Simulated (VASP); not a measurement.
# W (Im-3m) in VASP: further runs

The runs below take W through relaxation of cell and atoms, with RPBE, PBEsol.

All numbers are computed with VASP 6.6.1; they aren't measurements. Logs are shortened: lines on timing, memory, paths and dates and some standing lists are left out, and cuts for length are marked.

**1. Starting point**

The structure is cubic, space group Im-3m (No. 229). The conventional cell has a = 3.198 Å, b = 3.198 Å, c = 3.198 Å, α = 90.00°, β = 90.00°, γ = 90.00°. Around W (site symmetry m-3m) lie 8 W at 2.77 Å.

**2. Relaxation of cell and atoms, RPBE**

INCAR

```
PREC = Accurate
ENCUT = 600
EDIFF = 1E-7
ISMEAR = 1
SIGMA = 0.1
LREAL = F
LASPH = T
NELM = 80
ALGO = Normal
ISIF = 3
LWAVE = F
LCHARG = F
GGA = RP
IBRION = 2
NSW = 90
EDIFFG = -0.005
```

KPOINTS

```
regular mesh
0
Gamma
  16 16 16
```

POSCAR

```
W                                       
1.0
   -1.5990475846      1.5990475846      1.5990475846
    1.5990475846     -1.5990475846      1.5990475846
    1.5990475846      1.5990475846     -1.5990475846
  W             
     1
Direct
     0.0000000000000000    0.0000000000000000    0.0000000000000000
```

Potentials or basis: VASP PAW PBE potentials, release 64 (W_sv).

Started as:

```bash
cat potpaw_PBE.64/W_sv/POTCAR > POTCAR
mpirun -np 1 vasp_std > vasp.out
```

OUTCAR:

```text
PREC = Accurate
   ENCUT = 600
   EDIFF = 1E-7
   ISMEAR = 1
   LREAL = F
   LASPH = T
   NELM = 80
   ISIF = 3
   GGA = RP
   IBRION = 2
   NSW = 90
   EDIFFG = -0.005

 ion  position               nearest neighbor table
   1  0.000  0.000  0.000-

  LATTYP: Found a body centered cubic cell.
 ALAT       =     3.1980951692

  Lattice vectors:

 A1 = (  -1.5990475846,   1.5990475846,   1.5990475846)
 A2 = (   1.5990475846,  -1.5990475846,   1.5990475846)
 A3 = (   1.5990475846,   1.5990475846,  -1.5990475846)

Analysis of symmetry for initial positions (statically):
=====================================================================
 Subroutine PRICEL returns:
 Original cell was already a primitive cell.

 Routine SETGRP: Setting up the symmetry group for a
 body centered cubic supercell.

 Subroutine GETGRP returns: Found 48 space group operations
 (whereof 48 operations were pure point group operations)
 out of a pool of 48 trial point group operations.

The static configuration has the point symmetry O_h .

Analysis of symmetry for dynamics (positions and initial velocities):
=====================================================================
 Subroutine PRICEL returns:
 Original cell was already a primitive cell.

 Routine SETGRP: Setting up the symmetry group for a
 body centered cubic supercell.

 Subroutine GETGRP returns: Found 48 space group operations
 (whereof 48 operations were pure point group operations)
 out of a pool of 48 trial point group operations.

The dynamic configuration has the point symmetry O_h .

 Subroutine INISYM returns: Found 48 space group operations
 (whereof 48 operations are pure point group operations),
 and found     1 'primitive' translations

----------------------------------------------------------------------------------------

                                     Primitive cell

  volume of cell :      16.3548

  direct lattice vectors                    reciprocal lattice vectors
    -1.599047585  1.599047585  1.599047585     0.000000000  0.312686129  0.312686129
     1.599047585 -1.599047585  1.599047585     0.312686129  0.000000000  0.312686129
     1.599047585  1.599047585 -1.599047585     0.312686129  0.312686129  0.000000000

  length of vectors
     2.769631660  2.769631660  2.769631660     0.442204965  0.442204965  0.442204965

  position of ions in fractional coordinates (direct lattice)
     0.000000000  0.000000000  0.000000000

  ion indices of the primitive-cell ions
   primitive index   ion index
                 1           1

----------------------------------------------------------------------------------------

 KPOINTS: regular mesh

Automatic generation of k-mesh.
 Grid dimensions read from file:
 generate k-points for:   16   16   16

 Generating k-lattice:

  Cartesian coordinates                     Fractional coordinates (reciprocal lattice)
     0.000000000  0.019542883  0.019542883     0.062500000  0.000000000  0.000000000
     0.019542883  0.000000000  0.019542883     0.000000000  0.062500000  0.000000000
     0.019542883  0.019542883  0.000000000     0.000000000  0.000000000  0.062500000

  Length of vectors
     0.027637810  0.027637810  0.027637810

  Shift w.r.t. Gamma in fractional coordinates (k-lattice)
     0.000000000  0.000000000  0.000000000

 Subroutine IBZKPT returns following result:
 ===========================================

 Found    145 irreducible k-points:

 Following reciprocal coordinates:
            Coordinates               Weight
  0.000000  0.000000  0.000000      1.000000
  0.062500  0.000000  0.000000     12.000000
  0.125000  0.000000  0.000000     12.000000
  0.187500  0.000000  0.000000     12.000000
  0.250000  0.000000  0.000000     12.000000
  0.312500  0.000000  0.000000     12.000000
[... 16 lines left out ...]
  0.187500  0.187500  0.000000     24.000000
  0.250000  0.187500  0.000000     48.000000
 [... further k-points ...]
   k-points           NKPTS =    145   k-points in BZ     NKDIM =    145   number of bands    NBANDS=     11
   number of dos      NEDOS =    301   number of ions     NIONS =      1
   total plane-waves  NPLWV =  13824
   dimension x,y,z NGX =    24 NGY =   24 NGZ =   24
   dimension x,y,z NGXF=    48 NGYF=   48 NGZF=   48
   ions per type =               1
   NGX,Y,Z   is equivalent  to a cutoff of  14.41, 14.41, 14.41 a.u.
   NGXF,Y,Z  is equivalent  to a cutoff of  28.81, 28.81, 28.81 a.u.
 SYSTEM =  unknown system
   PREC   = accura    normal or accurate (medium, high low for compatibility)
   ISTART =      0    job   : 0-new  1-cont  2-samecut
   ICHARG =      2    charge: 1-file 2-atom 10-const
   ISPIN  =      1    spin polarized calculation?
   LNONCOLLINEAR =      F non collinear calculations
   LSORBIT =      F    spin-orbit coupling
   LASPH  =      T    aspherical Exc in radial PAW
   ENCUT  =  600.0 eV  44.10 Ry    6.64 a.u.   5.53  5.53  5.53*2*pi/ulx,y,z
   NELM   =     80;   NELMIN=  2; NELMDL= -5     # of ELM steps
   EDIFF  = 0.1E-06   stopping-criterion for ELM
   LREAL  =      F    real-space projection
   EDIFFG = -.5E-02   stopping-criterion for IOM
   NSW    =     90    number of steps for IOM
   IBRION =      2    ionic relax: 0-MD 1-quasi-New 2-CG
   NFREE  =      1    steps in history (QN), initial steepest desc. (CG)
   ISIF   =      3    stress and relaxation
   ISYM   =      2    0-nonsym 1-usesym 2-fastsym
   POTIM  = 0.5000    time-step for ionic-motion
   TEBEG  =    0.0;   TEEND  =   0.0 temperature during run
   PSTRESS=    0.0 pullay stress
   NELECT =      14.0000    total number of electrons
   NUPDOWN=      -1.0000    fix difference up-down
   EMIN   =  10.00;   EMAX   =-10.00  energy-range for DOS
   EFERMI =   0.00;   METHOD = LEGACY
   ISMEAR =     1;   SIGMA  =   0.10  broadening in eV -4-tet -1-fermi 0-gaus
   EFERMI_NEDOS =   21; number of points for ismear=-14 and -15
   IALGO  =     38    algorithm
   IMIX   =      4    mixing-type and parameters
     AMIX     =   0.40;   BMIX     =  1.00
     AMIX_MAG =   1.60;   BMIX_MAG =  1.00
  volume/ion in A,a.u.               =      16.35       110.37
  Fermi-wavevector in a.u.,A,eV,Ry     =   1.554424  2.937435 32.874854  2.416234
  Thomas-Fermi vector in A             =   2.658512
   LORBIT       =      0    0 simple, 1 ext, 2 COOP (PROOUT), +10 PAW based schemes
   GGA     = RP    functional components
   LHFCALC =     F    Hartree Fock is set to
   AEXX    =    0.0000 exact exchange contribution
   IVDW    =     0    specifies the selected vdW correction
   LEPSILON=     F    determine dielectric tensor
   LRPA    =     F    only Hartree local field effects (RPA)
 conjugate gradient relaxation of ions
 non-spin polarized calculation
 Methfessel and Paxton  Order N= 1 SIGMA  =   0.10
  energy-cutoff  :      600.00
  volume of cell :       16.35
 maximum number of plane-waves:       564
 NGX is ok and might be reduce to    24
   NGX = 11   NGY = 11   NGZ = 11

 number of electron      14.0000002 magnetization

 Free energy of the ion-electron system (eV)
  ---------------------------------------------------
  ext. energy  EPLUGINS =         0.00000000
  ---------------------------------------------------
  free energy    TOTEN  =       -12.40530206 eV

  energy without entropy =      -12.40438929  energy(sigma->0) =      -12.40499781

 E-fermi :  11.1182     XC(G=0): -13.4109

 val. band max:       11.1108614343   @ k =  -0.2500   0.3125   0.1250
 cond. band min:      11.1235540865   @ k =  -0.3125   0.3125   0.1875
 fundamental gap:      0.0126926522
 Fermi energy:        11.1182479066

 k-point     1 :       0.0000    0.0000    0.0000
  band No.  band energies     occupation
      1     -63.1737      2.00000
      2     -26.7764      2.00000
      3     -26.7764      2.00000
      4     -26.7764      2.00000
      5       1.6178      2.00000
      6       9.9094      2.00000
      7       9.9094      2.00000
      8       9.9094      2.00000
      9      13.2897      0.00000
     10      13.2897      0.00000
     11      25.4953      0.00000

 k-point     2 :       0.0625    0.0000    0.0000
  band No.  band energies     occupation
      1     -63.1693      2.00000
      2     -26.8238      2.00000
      3     -26.7913      2.00000
      4     -26.7766      2.00000
      5       1.7998      2.00000
      6       9.7993      2.00000
      7       9.8839      2.00000
      8      10.0843      2.00000
      9      13.1158     -0.00000
     10      13.2910      0.00000
     11      25.6486      0.00000

 k-point     3 :       0.1250    0.0000    0.0000
  band No.  band energies     occupation
      1     -63.1568      2.00000
      2     -26.9571      2.00000
      3     -26.8335      2.00000
      4     -26.7771      2.00000
      5       2.3211      2.00000
      6       9.5008      2.00000
      7       9.7679      2.00000
      8      10.6019      2.00000
      9      12.7747     -0.00000
     10      13.3057      0.00000
     11      26.0044      0.00000

 k-point     4 :       0.1875    0.0000    0.0000
  band No.  band energies     occupation
      1     -63.1380      2.00000
      2     -27.1522      2.00000
      3     -26.8961      2.00000
      4     -26.7780      2.00000
      5       3.1005      2.00000
      6       9.0901      2.00000
      7       9.5195      2.00000
      8      11.4398     -0.00005
      9      12.5902     -0.00000
     10      13.3582      0.00000
     11      26.1753      0.00000
[... 239 lines left out ...]
 k-point    22 :       0.4375    0.1250    0.0000
  band No.  band energies     occupation
      1     -63.0531      2.00000
      2     -27.8775      2.00000
      3     -27.2121      2.00000
      4     -26.8440      2.00000
      5       5.5165      2.00000
      6       7.7817      2.00000
      7      10.5883      2.00000
      8      12.9948     -0.00000
      9      14.4760      0.00000
     10      17.8182      0.00000
     11      20.9575      0.00000

 k-point    23 :       0.1875    0.1875    0.0000
  band No.  band energies     occupation
      1     -63.0883      2.00000
      2     -27.5707      2.00000
      3     -27.0577      2.00000
      4     -26.8607      2.00000
      5       5.2394      2.00000
      6       8.3331      2.00000
      7       8.6685      2.00000
      8      12.3684     -0.00000
      9      13.9959      0.00000
     10      14.6508      0.00000
     11      24.6850      0.00000

 k-point    24 :       0.2500    0.1875    0.0000
  band No.  band energies     occupation
      1     -63.0707      2.00000
      2     -27.6862      2.00000
      3     -27.1550      2.00000
      4     -26.8760      2.00000
      5       5.8451      2.00000
      6       8.0704      2.00000
      7       8.8132      2.00000
      8      12.6169     -0.00000
      9      14.0829      0.00000
     10      16.1625      0.00000
     11      23.1893      0.00000

 [... further k-points ...]
[... 5 lines left out ...]
  --------------------------------------------------------------------------------------
  -------------------------------------------------------------------------------------
  Total       -0.0013903     -0.0013903     -0.0013903      0.0000000      0.0000000      0.0000000
  in kB       -0.1362010     -0.1362010     -0.1362010      0.0000000      0.0000000      0.0000000
  external PRESSURE =      -0.1362010 kB  Pullay stress =       0.0000000 kB

 VOLUME and BASIS-vectors are now :
 -----------------------------------------------------------------------------
  energy-cutoff  :      600.00
  volume of cell :       16.35
      direct lattice vectors                 reciprocal lattice vectors
    -1.599047585  1.599047585  1.599047585     0.000000000  0.312686129  0.312686129
     1.599047585 -1.599047585  1.599047585     0.312686129  0.000000000  0.312686129
     1.599047585  1.599047585 -1.599047585     0.312686129  0.312686129  0.000000000

 POSITION                                       TOTAL-FORCE (eV/Angst)
 -----------------------------------------------------------------------------------
      0.00000      0.00000      0.00000         0.000000      0.000000     -0.000000
 -----------------------------------------------------------------------------------
    total drift:                                0.000000      0.000000      0.000000

  FREE ENERGIE OF THE ION-ELECTRON SYSTEM (eV)
  ---------------------------------------------------
  free  energy   TOTEN  =       -12.4053020636 eV

  energy  without entropy=      -12.4043892883  energy(sigma->0) =      -12.40499781

 reached required accuracy - stopping structural energy minimisation
```

Wall time 14 s (1 thread of Intel Xeon Platinum 8375C at 2.90GHz (Ice Lake), shared host); peak memory 0.16 GiB.

Results:

- Free energy: -12.4053 eV
- Pressure after relaxing: 0.0 GPa
- Band gap on the k mesh: none (metal or under the smearing width)

Final structure:
```cif
data_structure
_symmetry_space_group_name_H-M 'P 1'
_symmetry_Int_Tables_number 1
_cell_length_a 2.7696
_cell_length_b 2.7696
_cell_length_c 2.7696
_cell_angle_alpha 109.471
_cell_angle_beta 109.471
_cell_angle_gamma 109.471
_cell_volume 16.35
loop_
_atom_site_label
_atom_site_type_symbol
_atom_site_fract_x
_atom_site_fract_y
_atom_site_fract_z
_atom_site_occupancy
W1 W 0.00000 0.00000 0.00000 1
```

Caveat: the relaxation stopped at its first step, so nothing moved; the PAW data sets were made with another functional, which shifts forces and pressure a little.

**3. Relaxation of cell and atoms, PBEsol**

This run uses another cell than the first one, of 15.85 Å³/atom, 0.969 times its volume.

INCAR

```
SYSTEM = W
ALGO = Normal
EDIFF = 1E-6
EDIFFG = -0.01
ENCUT = 600
GGA = PS
IBRION = 2
ISIF = 3
ISMEAR = 1
LASPH = .TRUE.
LCHARG = .FALSE.
LREAL = .FALSE.
LWAVE = .FALSE.
NELM = 80
NSW = 90
PREC = Accurate
SIGMA = 0.1
```

KPOINTS

```
k-points
0
G
  16 16 16
  0 0 0
```

POSCAR

```
W
1.0
   -1.5823450000      1.5823450000      1.5823450000
    1.5823450000     -1.5823450000      1.5823450000
    1.5823450000      1.5823450000     -1.5823450000
W
1
Direct
    0.0000000000      0.0000000000      0.0000000000
```

Potentials or basis: VASP PAW PBE potentials, release 64 (W_sv).

Started as:

```bash
cat potpaw_PBE.64/W_sv/POTCAR > POTCAR
mpirun -np 1 vasp_std > vasp.out
```

Run time: 18 s. Hardware: 1 thread of Intel Xeon 6975P-C (Granite Rapids), shared host; peak memory 0.17 GiB.

It converged, with:

* Free energy: -13.8083 eV
* Relaxed volume: 15.71 Å³/atom
* Relaxed cell: a = 2.733 Å, b = 2.733 Å, c = 2.733 Å, α = 109.47°, β = 109.47°, γ = 109.47°
* Space group after relaxing (to 0.05 Å): Im-3m (No. 229)
* Energy gained by relaxing: 1.3 meV/atom
* Ionic steps: 3
* Pressure after relaxing: 0.0 GPa
* Band gap on the k mesh: none (metal or under the smearing width)

Step by step:
```
step  energy change (eV)  largest force (eV/Å)  pressure (GPa)  volume (Å³)
   1              0.0000                0.0000           -2.89        15.85
   2              0.0164                0.0000           11.53        15.20
   3             -0.0013                0.0000           -0.02        15.71
```

Final structure:
```
CELL_PARAMETERS angstrom
-1.57769 1.57769 1.57769
1.57769 -1.57769 1.57769
1.57769 1.57769 -1.57769
ATOMIC_POSITIONS crystal
W 0.00000 0.00000 0.00000
```

Levels at points of the mesh, in eV from the Fermi level:
```csv
k point,band 3,band 4,band 5,band 6,band 7,band 8,band 9,band 10,band 11
"(0.00, 0.00, 0.00)",-37.72,-37.72,-9.75,-1.29,-1.29,-1.29,2.22,2.22,14.52
"(0.50, 0.00, 0.00)",-38.15,-37.73,-6.39,-3.66,0.68,2.12,3.11,6.21,11.18
"(0.50, 0.50, 0.50)",-38.65,-38.65,-5.97,-5.97,5.20,5.20,5.20,8.28,8.28
```

Caveat: the PAW data sets were made with another functional, which shifts forces and pressure a little.
